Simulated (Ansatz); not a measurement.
The system is Ge.

```
Ge
1.0
     3.99759    0.00000    0.00000
    -1.99879    3.46201    0.00000
     0.00000    0.00000    6.59938
Ge
4
Direct
  0.33333 0.66667 0.93710
  0.66667 0.33333 0.43710
  0.33333 0.66667 0.56290
  0.66667 0.33333 0.06290
```

This isn't the form of Ge at room conditions, which is diamond.

- Program: Ansatz 0.2.0
- Task: single point
- Functional: PBEsol
- Potentials or basis: all-electron LAPW, scalar-relativistic
- Cutoff: 316 eV (chosen from the basis error)
- Basis error allowed: 0.001 eV/atom
- k mesh: 8 × 8 × 4
- Occupations: fermi-dirac, width 0.05 eV
- Spin: no spin polarisation

On this cell: pressure 0.0 GPa; largest force 0.005 eV/Å; band gap on the k mesh 0.11 eV, indirect (least direct gap 0.17 eV).

The same run follows on a disturbed copy (atoms moved at random, drawn with an rms of 0.05 Å):

```xyz
4
Lattice="3.9976 0.0000 0.0000 -1.9988 3.4620 0.0000 0.0000 0.0000 6.5994" Properties=species:S:1:pos:R:3 pbc="T T T"
Ge   -0.0176    2.3018    6.2007
Ge    2.0309    1.1743    2.8595
Ge    0.0334    2.3214    3.7435
Ge    2.0375    1.1317    0.4037
```

What does the disturbed cell give?

The energy moves by +7.7 meV/atom; pressure 0.0 GPa; largest force 0.628 eV/Å; band gap on the k mesh 0.10 eV, indirect (least direct gap 0.11 eV).

Forces on the atoms (eV/Å):
```
Ge   0.599 -0.136 -0.128
Ge   0.029 -0.082  0.391
Ge  -0.043  0.063 -0.380
Ge  -0.585  0.155  0.116
```

Stress tensor (GPa, compression positive):
```
-0.16  0.72 -0.56
 0.72  0.06  0.19
-0.56  0.19  0.17
```

A k mesh can miss the band edges.
